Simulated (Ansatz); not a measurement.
## TiO2 — 17O NMR of the central transition

Cell: a computed structure from the Materials Project (it need not be an observed phase).

```cif
data_structure
_symmetry_space_group_name_H-M 'P 1'
_symmetry_Int_Tables_number 1
_cell_length_a 6.4359
_cell_length_b 6.4359
_cell_length_c 6.4359
_cell_angle_alpha 94.934
_cell_angle_beta 94.934
_cell_angle_gamma 145.891
_cell_volume 142.92
loop_
_atom_site_label
_atom_site_type_symbol
_atom_site_fract_x
_atom_site_fract_y
_atom_site_fract_z
_atom_site_occupancy
Ti1 Ti 0.70772 0.00286 0.71057 1
Ti2 Ti 0.99714 0.70772 0.70486 1
Ti3 Ti 0.00286 0.29228 0.29514 1
Ti4 Ti 0.29228 0.99714 0.28943 1
O5 O 0.50114 0.15078 0.65192 1
O6 O 0.83834 0.84040 0.67874 1
O7 O 0.84922 0.50114 0.35035 1
O8 O 0.84040 0.16166 0.00206 1
O9 O 0.15960 0.83834 0.99794 1
O10 O 0.15078 0.49886 0.64965 1
O11 O 0.16166 0.15960 0.32126 1
O12 O 0.49886 0.84922 0.34808 1
```

Atom numbers follow the list; atoms alike are taken as one site, whose name carries the number of the first.

All values are calculated (Ansatz; DFT, PBE, plane waves and PAW, scalar-relativistic, 420 eV cutoff, Γ-centred 7×7×7 k-points, Fermi–Dirac smearing 0.02 eV), not measured.

17O has I = 5/2 and Q = -25.58 mb (Pyykkö 2018); at 9.4 T its Larmor frequency is ν₀ = 54.3 MHz. Only the quadrupole interaction is simulated: positions count from each site's isotropic chemical shift, and J coupling is left out, as are shift anisotropy and dipolar coupling, which fast spinning averages.

The O sites: O5 (atoms 5, 7, 10, 12; 4 Ti at 1.95–2.26 Å); O6 (atoms 6, 8, 9, 11; 2 Ti at 1.80–1.81 Å, angle 169°).

Fitted components of the simulated spectrum:

```tsv
component	|C_Q| (MHz)	η
A	0.898	0.96
B	1.91	0.40
```

(1) Which site most likely gives which component?

Answers

(1) By the calculation, A is O6, B is O5. Like point charges on the first shell alone (each adding as 1/d³) would put O6 above O5: the covalent part of each bond and the atoms beyond the first shell count as well.

Hardware: 1 thread of Intel Xeon Platinum 8488C (Sapphire Rapids) (x86_64; 48 cores open to the job, memory cap 2.5 GiB, no GPU), a shared host with a load of 0.4 a core. Wall time 28 s, CPU time 28 s, peak memory 0.74 GiB.
